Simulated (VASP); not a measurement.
C, 8 atoms in the cell. The structure is hexagonal, space group P6_3/mmc (No. 194). Conventional cell: a = 2.522 Å, b = 2.522 Å, c = 8.237 Å, α = 90.00°, β = 90.00°, γ = 120.00°. C (site symmetry 3m) is surrounded by 4 C at 1.54 Å. C (site symmetry 3m) is surrounded by 4 C at 1.54 Å. This is a hexagonal form of diamond, not graphite.

- Program: VASP 6.6.1
- Task: relaxation of cell and atoms
- Functional: PBE
- Potentials or basis: VASP PAW PBE potentials, release 64 (C_s)
- Cutoff: 480 eV
- k mesh: 12 × 12 × 4
- Occupations: fermi-dirac, width 0.05 eV
- Spin: no spin polarisation
- Further INCAR settings: ALGO = Normal; EDIFF = 1e-06; IBRION = 2; EDIFFG = -0.01; NSW = 60; ISIF = 3

Potentials or basis: VASP PAW PBE potentials, release 64 (C_s).

Run with:

```sh
$ cat potpaw_PBE.64/C_s/POTCAR > POTCAR
$ mpirun -np 1 vasp_std > vasp.out
```

Hardware: 1 thread of Intel(R) Xeon(R) Platinum 8488C (Sapphire Rapids) (shared host).

Task: Estimate the wall time of this run.

Result: Wall time 2.7 min on 1 thread of Intel(R) Xeon(R) Platinum 8488C (Sapphire Rapids), on a shared host, peak memory 0.16 GiB. Counts: scf iterations 40, k points 57, ion steps 6.
